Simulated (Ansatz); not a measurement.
`[CH3][Ga]([CH3])[F]` + `F[C](F)F`• → `[CH2][Ga]([CH3])[F]`• + trifluoromethane  (hydrogen abstraction from a C–H bond)

Computed with Ansatz on PBE0-D4/def2-TZVP structures; ΔE is electronic, products minus reactants. CBS: MP2 limit from def2 TZ/QZ plus the TZ coupled-cluster correction, frozen cores. This one scheme is used for every species. Functionals use def2-TZVPP. B3LYP here is the variant with VWN-RPA as its local correlation; programs differ in this. HSE06 is defined as in plane-wave codes. Open shells (•) are unrestricted, without spin–orbit coupling. For Ga outer-core shells are correlated without core-valence functions, which leaves a few kJ/mol of doubt a bond. Scalar relativity is left out up to krypton.

`[CH3][Ga]([CH3])[F]`:

Cartesian coordinates in Å:
```
C 0.443 -0.795 1.569
Ga 0.214 0.473 0.099
C -0.644 0.373 -1.654
F 0.951 2.053 0.424
H -0.518 -1.218 1.872
H 1.082 -1.625 1.257
H 0.902 -0.301 2.425
H -0.625 1.349 -2.139
H -0.125 -0.347 -2.291
H -1.680 0.040 -1.562
```

`F[C](F)F`•:

```xyz
4

F    -0.179   -1.219   -0.244
C     0.060   -0.042    0.286
F    -0.993    0.739    0.214
F     1.113    0.523   -0.257
```

`[CH2][Ga]([CH3])[F]`•:

Z-matrix (Å, degrees):
```
C
Ga 1 1.948
H 1 1.092 2 109.6
H 1 1.092 2 109.5 3 -117.7
H 1 1.090 2 112.2 3 121.2
F 2 1.771 1 114.1 3 57.0
C 2 1.925 1 133.8 3 -123.0
H 7 1.086 2 123.8 1 0.1
H 7 1.086 2 121.8 1 -179.9
```

`FC(F)F`:

Cartesian coordinates in Å:
```
F 1.092 -0.485 -0.541
C 0.015 0.026 0.052
F -0.539 0.914 -0.771
F -0.858 -0.957 0.263
H 0.290 0.501 0.997
```

(1) Is it downhill or uphill in electronic energy at CCSD(T)/CBS, and by how much? (An estimate is asked.)

(2) What do these levels give: revPBE-D4, B3LYP-D4, PBE-QIDH, PBE, r2SCANh, HSE06, LC-ωPBE, CCSD(T)/def2-SVP, MP2/def2-TZVPP, CCSD(T)/def2-TZVPP, HF/def2-QZVPP, CCSD/CBS(def2)? (An estimate is asked.)

Largest T1 diagnostic among the species: 0.014.

Results:

(1) The calculation gave: Downhill: ΔE = -6.7 kcal/mol.

(2) Ansatz gave: revPBE-D4 -2.6, B3LYP-D4 -4.8, PBE-QIDH -5.5, PBE -2.2, r2SCANh -4.7, HSE06 -4.1, LC-ωPBE -4.5, CCSD(T)/def2-SVP -6.2, MP2/def2-TZVPP -5.9, CCSD(T)/def2-TZVPP -7.2, HF/def2-QZVPP -9.7, CCSD/CBS(def2) -7.5 kcal/mol.

From PBE to PBE0 (25 % exact exchange), in def2-TZVPP and without D4, ΔE moves by −1.9 kcal/mol. Leaving LDA and LC-ωPBE aside and taking each functional with its dispersion term where it has one, the values, not all of them listed here, spread over 4.9 kcal/mol, from BHLYP-D4 to PBE-D4. LDA lies +1.5 kcal/mol from PBE without D4. In def2-TZVPP, CCSD(T) changes the Hartree–Fock value by +2.7 kcal/mol (the triples alone add +0.8 kcal/mol) and MP2 by +4.0 kcal/mol.
